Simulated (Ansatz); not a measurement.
Crystal: Ta.

```
Ta
1.0
    -1.65128    1.65128    1.65128
     1.65128   -1.65128    1.65128
     1.65128    1.65128   -1.65128
Ta
1
Cartesian
  0.0000 0.0000 0.0000
```

| Quantity | Value |
| --- | --- |
| Program | Ansatz 0.2.0 |
| Task | relaxation of cell and atoms |
| Functional | PBE |
| Dispersion | D3(BJ) |
| Potentials or basis | Ansatz PAW |
| Cutoff | 420 eV (not typed: the program's choice for these potentials) |
| k mesh | 11 × 11 × 11 |
| Occupations | fermi-dirac, width 0.05 eV |
| Spin | no spin polarisation |

At the start: volume 18.01 Å³/atom.

Where does the relaxation end?

It ends after 4 steps and the volume is 17.70 Å³/atom (-1.7 %); space group Im-3m (No. 229, to 0.05 Å).

Step by step:
```csv
step,energy change (eV),largest force (eV/Å),volume (Å³)
1,0.0000,0.0000,18.01
2,-0.0036,0.0000,17.73
3,-0.0036,0.0000,17.70
4,-0.0035,0.0000,17.70
```

Final structure:
```
CELL_PARAMETERS angstrom
-1.64170 1.64170 1.64170
1.64170 -1.64170 1.64170
1.64170 1.64170 -1.64170
ATOMIC_POSITIONS crystal
Ta 0.00000 0.00000 0.00000
```

Caveat: the plane-wave basis is chosen anew once the cell has moved, so the energies of steps on either side of that aren't comparable.
